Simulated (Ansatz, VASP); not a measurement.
**GaN in VASP and in Ansatz**

```xyz
4
Lattice="3.1800 0.0000 0.0000 -1.5900 2.7540 0.0000 0.0000 0.0000 5.0110" Properties=species:S:1:pos:R:3 pbc="T T T"
Ga    0.0000    1.8360    0.0042
Ga    1.5900    0.9180    2.5097
N     0.0000    1.8360    1.9251
N     1.5900    0.9180    4.4306
```

Change from the starting cell: z stretched by -3 %, ions relaxed.

Alike in both runs: functional PBE; k mesh 11 × 11 × 6; occupations fermi-dirac, width 0.02 eV; no spin polarisation.

Ansatz relaxed the structure, and its values are those at the end. VASP's run is a single point on that final structure, the one shown.

|  | VASP | Ansatz |
| --- | --- | --- |
| version | VASP 6.6.1 | Ansatz 0.2.0 |
| potentials or method | VASP PAW PBE potentials, release 64 (Ga_d, N) | plane-wave PAW, scalar-relativistic |
| plane-wave cutoff (eV) | 520 | 420 |
| valence electrons in the cell | 36 | 36 |

```tsv
	VASP	Ansatz	Ansatz less VASP
gap on the k mesh at the Fermi level (eV)	2.13	2.12	-0.009
pressure (GPa)	13.8	13.9	+0.04
```

With one functional, cell and mesh, what is left measures potentials, basis and numerics. Ansatz warned: «stress_scf_threshold_loose».
